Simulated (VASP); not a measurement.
Wanted: an ASE script for a VASP 6.6.1 run.

```yaml
Task: band structure
Functional: LDA
Potentials_or_basis: VASP PAW LDA potentials, release 54 (Hf)
Cutoff: 500 eV
k_mesh: 6 × 6 × 9
Occupations: gaussian, width 0.01 eV
Spin: no spin polarisation
Further_INCAR_settings: ALGO = Fast; EDIFF = 1.00e-06; NBANDS = 13; ISYM = 0
```

The structure of Hf lies in Hf.cif:

```cif
data_Hf
_cell_length_a 4.96232954
_cell_length_b 4.96232954
_cell_length_c 3.08623225
_cell_angle_alpha 90.00000000
_cell_angle_beta 90.00000000
_cell_angle_gamma 120.00000000
_space_group_name_H-M_alt 'P1'
_space_group_name_Hall 'P 1'
_space_group_IT_number 1
loop_
_space_group_symop_operation_xyz
'x,y,z'
loop_
_atom_site_label
_atom_site_type_symbol
_atom_site_symmetry_multiplicity
_atom_site_Wyckoff_symbol
_atom_site_fract_x
_atom_site_fract_y
_atom_site_fract_z
_atom_site_occupancy
Hf1 Hf 1 a 0.0018380000 -0.0096370000 0.0118980000 1
Hf2 Hf 1 a 0.3230530000 0.6564050000 0.5125960000 1
Hf3 Hf 1 a 0.6819640000 0.3351900000 0.5069200000 1
```

This isn't the form of Hf at room conditions, which is hcp.

The cell isn't the ideal one: atoms moved at random, drawn with an rms of 0.1 Å.

The input as run:

run.py

```python
from ase.calculators.vasp import Vasp
from ase.dft.bandgap import bandgap
from ase.io import read

atoms = read('Hf.cif')
calc = Vasp(
    directory='calc',
    xc='lda',
    pp='LDA',
    setups='minimal',
    pp_version='54',
    prec='Accurate',
    encut=500,
    ediff=1e-06,
    ismear=0,
    sigma=0.01,
    lreal=False,
    lasph=True,
    nelm=60,
    algo='Fast',
    isif=2,
    lwave=False,
    lcharg=True,
    lmaxmix=4,
    kpts=[6, 6, 9],
    gamma=True,
    nbands=13,
)
atoms.calc = calc

print('energy (eV):', atoms.get_potential_energy())
print('free energy (eV):', atoms.get_potential_energy(force_consistent=True))
efermi = calc.get_fermi_level()
print('Fermi level (eV):', efermi)
path = atoms.cell.bandpath(npoints=40, eps=1e-4)
print('path:', path.path)
calc.set(kpts=path.kpts, reciprocal=True, icharg=11, isym=0, lcharg=False)
calc.calculate(atoms)
print('gap on the path (eV):', bandgap(calc, efermi=efermi)[0])
print('direct gap on the path (eV):', bandgap(calc, efermi=efermi, direct=True)[0])
```

Potentials or basis: VASP PAW LDA potentials, release 54 (Hf).

Run with:

```bash
$ python run.py
```

Results of the run:

| Property | Result |
| --- | --- |
| Band gap along the path | none (metal or under the smearing width) |

Caveat: the log is that of the step along the path at fixed density, whose energy, stress, charges and moments have no meaning; spin-orbit coupling is left out, which moves the levels of the heavy elements.

Wall time 54 s on 1 thread of Intel(R) Xeon(R) 6975P-C (Granite Rapids) (shared host), peak memory 0.15 GiB.
